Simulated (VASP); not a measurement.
Cu3Au (Auricupride):

```
Cu Au
1.0
     3.74000    0.00000    0.00000
     0.00000    3.74000    0.00000
     0.00000    0.00000    3.74000
Cu Au
3 1
Direct
  0.00000 0.50000 0.50000
  0.50000 0.00000 0.50000
  0.50000 0.50000 0.00000
  0.00000 0.00000 0.00000
```

```yaml
Program: VASP 6.6.1
Task: relaxation of cell and atoms
Functional: PBE
Potentials_or_basis: VASP PAW PBE potentials, release 64 (Cu, Au)
Cutoff: 600 eV
k_mesh: 12 × 12 × 12
Occupations: gaussian, width 0.1 eV
Spin: no spin polarisation
```

At the start: pressure 5.3 GPa; volume 13.08 Å³/atom.

Question: How do energy, volume and symmetry change on relaxing?

Answer: Over 6 steps the energy falls by 7.2 meV/atom and the volume is 13.53 Å³/atom (+3.5 %); space group Pm-3m (No. 221, to 0.05 Å).

Step by step:
```
step  energy change (eV)  largest force (eV/Å)  pressure (GPa)  volume (Å³)
   1              0.0000                0.0000            5.27        52.31
   2             -0.0119                0.0000           -3.53        55.64
   3             -0.0290                0.0000            0.06        54.14
   4             -0.0290                0.0000           -0.25        54.18
   5             -0.0289                0.0000            0.32        54.03
   6             -0.0290                0.0000            0.04        54.13
```

Final structure:
```
CELL_PARAMETERS angstrom
3.78289 0.00000 0.00000
0.00000 3.78289 0.00000
0.00000 0.00000 3.78289
ATOMIC_POSITIONS crystal
Cu 0.00000 0.50000 0.50000
Cu 0.50000 0.00000 0.50000
Cu 0.50000 0.50000 0.00000
Au 0.00000 0.00000 0.00000
```
